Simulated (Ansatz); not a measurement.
# CoSi2 (Fm-3m), a vibration from a frozen displacement

All numbers below come from DFT PBEsol, scalar-relativistic, plane waves, PAW (Ansatz). Settings: plane waves to 420 eV, k-mesh 10×10×10 (Γ-centred), Gaussian smearing 0.15 eV. No spin polarisation. A magnetic state may lie lower. Energies are free energies at this smearing, counted from the undisturbed cell; pressure is positive in compression.

The undisturbed cell (relaxed at this level):

```
CELL_PARAMETERS angstrom
5.31251 0.00000 0.00000
0.00000 -5.31251 0.00000
0.00000 0.00000 -5.31251
ATOMIC_POSITIONS crystal
Co 0.00000 0.00000 0.00000
Co 0.50000 0.50000 0.00000
Co 0.50000 0.00000 0.50000
Co 0.00000 0.50000 0.50000
Si 0.25000 0.25000 0.25000
Si 0.75000 0.75000 0.25000
Si 0.75000 0.25000 0.75000
Si 0.25000 0.75000 0.75000
Si 0.75000 0.75000 0.75000
Si 0.25000 0.25000 0.75000
Si 0.25000 0.75000 0.25000
Si 0.75000 0.25000 0.25000
```

Atom 1 (Co) is moved by x along the Cartesian unit vector (-0.707, 0.707, 0.000); the cell and all other atoms stay fixed. The cell's volume is 149.93 Å³; the moved atoms weigh 58.933 u together and the others 401.480 u. Some rows repeat others by symmetry and weren't run.

| x (Å) | ΔE (meV/cell) | total force on the moved atoms along the move (eV/Å) | pressure (GPa) |
| --- | --- | --- | --- |
| -0.3000 | 694.41 | 4.8943 | 2.1928 |
| -0.2500 | 473.71 | 3.9459 | 1.5186 |
| -0.2000 | 298.65 | 3.0674 | 0.9662 |
| -0.1000 | 73.13 | 1.4728 | 0.2278 |
| 0.0000 | 0.00 | 0.0000 | -0.0187 |
| 0.1000 | 73.13 | -1.4728 | 0.2278 |
| 0.2000 | 298.65 | -3.0674 | 0.9662 |
| 0.2500 | 473.71 | -3.9459 | 1.5186 |
| 0.3000 | 694.41 | -4.8943 | 2.1928 |

Problem. What frequency belongs to this motion?

Solution. The force constant is k = −dF/dx = 14.728 eV/Å², from the parabola through x = -0.1000, 0 and 0.1000. In every cell the moved atoms swing against the rest, so the mass is μ = m₁m₂/(m₁ + m₂) = 51.390 u, and ν̃ = 521.5 cm⁻¹ × √(|k|/μ) = 279 cm⁻¹. The pattern needn't be a normal mode: ν̃² is then a weighted mean of the squared nonzero frequencies at the zone centre of this cell, so it lies between the lowest and the highest of them.

Problem. How far does the harmonic law reach?

Solution. At x = -0.300 Å, kx²/2 = 662.74 meV against the computed 694.41 meV (+4.8 %): the well is still close to harmonic there.

Problem. The pressure changes with x². What does that say about the frequency under compression?

Solution. With E = k(V)x²/2, k ∝ V^(−2γ) and x scaling with the cell as V^(1/3), P − P0 = −∂E/∂V = (2γ − 2/3) ΔE/V. At x = 0.2000 Å, V(P − P0) = 149.93 × 0.98483 / 160.2 eV = 921.62 meV and ΔE = 298.65 meV, so γ = 1/3 + V(P − P0)/(2ΔE) = 1.88. This is the Grüneisen parameter of the motion under uniform scaling of the cell: shrinking the cell evenly by 1 % in volume raises the frequency by about 1.88 %.

In a metal these slopes depend on the k mesh and the smearing.

The cobalt atom sits in a stiff, single well that steepens slightly at large displacement. In the fluorite structure it lies at the centre of a cube of silicon atoms, and this move pushes it towards two of them. The inversion centre at the site cancels the odd terms in the energy, so the hardening comes from even terms, probably dominated by short-range Co–Si repulsion. The same repulsion explains the positive Grüneisen parameter: uniform compression shortens the Co–Si contacts and raises their curvature.

Cubic site symmetry makes the harmonic force constant the same for every direction of the cobalt displacement, whereas the anharmonic part may differ along other directions. The value of 279 cm⁻¹ shouldn't be assigned to a Raman line, because the Raman-active mode of this structure moves only silicon. Nor is it simply the infrared-active mode, since displacing one of the four cobalt atoms also mixes in zone-boundary vibrations of the primitive cell.
